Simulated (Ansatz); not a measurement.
## P: frozen-core PAW against all-electron methods

```xyz
1
Lattice="0.0000 1.9379 1.9379 1.9379 0.0000 1.9379 1.9379 1.9379 0.0000" Properties=species:S:1:pos:R:3 pbc="T T T"
P     0.0000    0.0000    0.0000
```

The structure comes from a relaxation in the same program, started in the fcc type, and has space group Fm-3m. Whether it is a known phase or the ground state wasn't checked.

All numbers are computed: DFT, PBE, PAW with Ansatz's default frozen-core files, scalar-relativistic (Ansatz 0.2.0); DFT, PBE, all-electron PAW with datasets made for the crystal, scalar-relativistic (Ansatz 0.2.0); DFT, PBE, all-electron LAPW, scalar-relativistic (Ansatz 0.2.0).

For PAW: a Γ-centred 20×20×20 k mesh, Fermi–Dirac smearing of 0.05 eV, cutoff 420 eV, no spin polarisation. The crystal-made all-electron datasets (AE datasets) take a cutoff of 220 eV at this cell. LAPW targets a basis error of 0.5 meV/atom. The Ansatz runs share mesh, smearing and spin set-up. Plane-wave (PAW) pressures include the program's estimate of the Pulay term.

Stress and pressure are positive in compression.

Levels count from the Fermi level.

```json
{"quantity": "pressure (GPa)", "PAW": "?", "AE datasets": "0.09", "LAPW": "0.09"}
{"quantity": "highest filled level at Γ (eV)", "PAW": "-16.346", "AE datasets": "-16.350", "LAPW": "-16.350"}
{"quantity": "lowest empty level at Γ (eV)", "PAW": "6.762", "AE datasets": "6.763", "LAPW": "6.763"}
{"quantity": "highest filled level at W (eV)", "PAW": "-2.545", "AE datasets": "-2.546", "LAPW": "-2.546"}
{"quantity": "lowest empty level at W (eV)", "PAW": "11.467", "AE datasets": "11.468", "LAPW": "11.469"}
{"quantity": "highest filled level at K (eV)", "PAW": "-4.393", "AE datasets": "-4.394", "LAPW": "-4.394"}
{"quantity": "lowest empty level at K (eV)", "PAW": "1.631", "AE datasets": "1.632", "LAPW": "1.632"}
```

Question: What belongs in the row "pressure (GPa)", column "PAW"?

Answer: 0.04.
